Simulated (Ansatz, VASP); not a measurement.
## One calculation of C, two programs

```
CELL_PARAMETERS angstrom
2.51156 0.00000 0.00000
-1.25578 2.17508 0.00000
0.00000 0.00000 4.18037
ATOMIC_POSITIONS crystal
C 0.66667 0.33333 0.56273
C 0.33333 0.66667 0.06273
C 0.66667 0.33333 0.93727
C 0.33333 0.66667 0.43727
```

Alike in both runs: functional PBE; k mesh 12 × 12 × 6; occupations gaussian, width 0.02 eV; no spin polarisation.

Ansatz relaxed the structure, and its values are those at the end. VASP's run is a single point on that final structure, the one shown.

|  | VASP | Ansatz |
| --- | --- | --- |
| version | VASP 6.6.1 | Ansatz 0.2.0 |
| potentials or method | VASP PAW PBE potentials, release 64 (C) | scalar-relativistic, plane waves, PAW |
| plane-wave cutoff (eV) | 520 | 420 |
| valence electrons in the cell | 16 | 16 |

|  | VASP | Ansatz | Ansatz less VASP |
| --- | --- | --- | --- |
| gap on the k mesh at the Fermi level (eV) | 3.34 | 3.35 | +0.012 |
| least direct gap on the mesh (eV) | 4.96 | 4.97 | +0.007 |
| pressure (GPa) | 0.6 | 0.0 | -0.65 |
